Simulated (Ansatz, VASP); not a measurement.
# Two plane-wave programs on Ge

File INCAR:

```
  ALGO = Normal
  EDIFF = 1E-7
  ENCUT = 520
  GGA = RP
  ISIF = 2
  ISMEAR = -1
  IVDW = 12
  LASPH = True
  LCHARG = False
  LREAL = False
  LWAVE = False
  NBANDS = 21
  NELM = 80
  PREC = Accurate
  SIGMA = 0.05
```

KPOINTS

```
k-points
0
Gamma
  8 8 8
```

POSCAR

```
Ge
1.0
    0.0000000000      2.8661367691      2.8661367691
    2.8661367691      0.0000000000      2.8661367691
    2.8661367691      2.8661367691      0.0000000000
Ge
2
Direct
    0.7500000000      0.7500000000      0.7500000000
    0.5000000000      0.5000000000      0.5000000000
```

The input input.yaml:

```yaml
crystal:
  lattice:
    - [0.0, 2.8661367691, 2.8661367691]
    - [2.8661367691, 0.0, 2.8661367691]
    - [2.8661367691, 2.8661367691, 0.0]
  atoms:
    - { symbol: Ge, position: [0.75, 0.75, 0.75] }
    - { symbol: Ge, position: [0.5, 0.5, 0.5] }
hamiltonian:
  xc: rpbe
  pseudopotentials: { kind: paw }
  dispersion: d3bj
kpoints:
  mp_grid: { grid: [8, 8, 8] }
scf:
  occupations: { method: fermi_dirac, width: 0.05 }
output:
  forces: true
  stress: true
  eigenvalues: true
```

Alike in both runs: task single point; functional RPBE; dispersion D3(BJ); k mesh 8 × 8 × 8; occupations fermi-dirac, width 0.05 eV; no spin polarisation.

|  | VASP | Ansatz |
| --- | --- | --- |
| version | VASP 6.6.1 | Ansatz 0.2.0 |
| potentials or method | VASP PAW PBE potentials, release 64 (Ge_d) | Ansatz PAW |
| plane-wave cutoff (eV) | 520 | 420 |
| valence electrons in the cell | 28 | 28 |

```csv
,VASP,Ansatz,Ansatz less VASP
gap on the k mesh at the Fermi level (eV),none,none,-
pressure (GPa),-6.1,-6.0,+0.11
dispersion energy (meV/atom),-1214.2,-1214.3,-0.07
```

A gap of «none» marks a metal or a gap that the smearing closes.

Caveats: pairwise dispersion overbinds metals, which lowers pressure and volume; the PAW data sets were made with another functional, which shifts forces and pressure a little (VASP); this crystal is a semiconductor, whose small gap the functional closes, so the metal is an error of the method (VASP); the PAW data sets come from PBE, with cores solved anew for the run's functional, which leaves a small shift of forces and pressure (Ansatz).
